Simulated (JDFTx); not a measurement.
The system is Zr.

```
Zr
1.0
    -1.81000    1.81000    1.81000
     1.81000   -1.81000    1.81000
     1.81000    1.81000   -1.81000
Zr
1
Direct
  0.00000 0.00000 0.00000
```

This isn't the form of Zr at room conditions, which is hcp.

| Item | Value |
| --- | --- |
| Program | JDFTx 1.7.0 (patched build) |
| Task | relaxation of cell and atoms |
| Functional | PBE |
| Potentials or basis | SG15-PBE-1.2 with smoothed tails |
| Cutoff | 1088 eV |
| Density cutoff | 4354 eV |
| k mesh | 10 × 10 × 10 |
| Occupations | fermi-dirac, width 0.05 eV |
| Spin | no spin polarisation |

At the start: pressure -3.3 GPa; volume 23.72 Å³/atom.

Problem. How do energy, volume and symmetry change on relaxing?

Solution. Over 5 steps the energy falls by 10.5 meV/atom and the volume is 22.74 Å³/atom (-4.1 %); space group Im-3m (No. 229, to 0.05 Å).

The path:
```tsv
step	energy change (eV)	largest force (eV/Å)	pressure (GPa)	volume (Å³)
1	0.0000	0.0000	-3.33	23.72
2	-0.0026	0.0000	-2.92	23.59
3	-0.0105	0.0000	0.00	22.75
4	-0.0105	0.0000	0.01	22.74
5	-0.0105	0.0000	-0.01	22.74
```

Final structure:
```
CELL_PARAMETERS angstrom
-1.78485 1.78485 1.78485
1.78485 -1.78485 1.78485
1.78485 1.78485 -1.78485
ATOMIC_POSITIONS crystal
Zr 0.00000 0.00000 0.00000
```
